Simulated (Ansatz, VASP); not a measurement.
# One calculation of Ag, two programs

```
CELL_PARAMETERS angstrom
2.64927 0.00000 0.00000
0.00000 2.64927 0.00000
0.00000 0.00000 2.64927
ATOMIC_POSITIONS crystal
Ag 0.00000 0.00000 0.00000
```

Alike in both runs: task single point; functional PBEsol; k mesh 13 × 13 × 13; occupations fermi-dirac, width 0.1 eV; no spin polarisation.

|  | VASP | Ansatz |
| --- | --- | --- |
| version | VASP 6.6.1 | Ansatz 0.2.0 |
| potentials or method | VASP PAW PBE potentials, release 64 (Ag) | plane waves (420 eV) with PAW, scalar-relativistic |
| plane-wave cutoff (eV) | 520 | 420 |
| valence electrons in the cell | 11 | 19 |

VASP gave:

| Item | Value |
| --- | --- |
| pressure (GPa) | 3.8 |

Question: What did Ansatz give for the same quantities?

Answer: Pressure (GPa): 4.0.

With one functional, cell and mesh, what is left measures potentials, basis and numerics. The two sets of potentials don't hold the same shells in valence. Ansatz warned: «pseudo_functional_mismatch».

Caveats: the PAW data sets were made with another functional, which shifts forces and pressure a little (VASP).
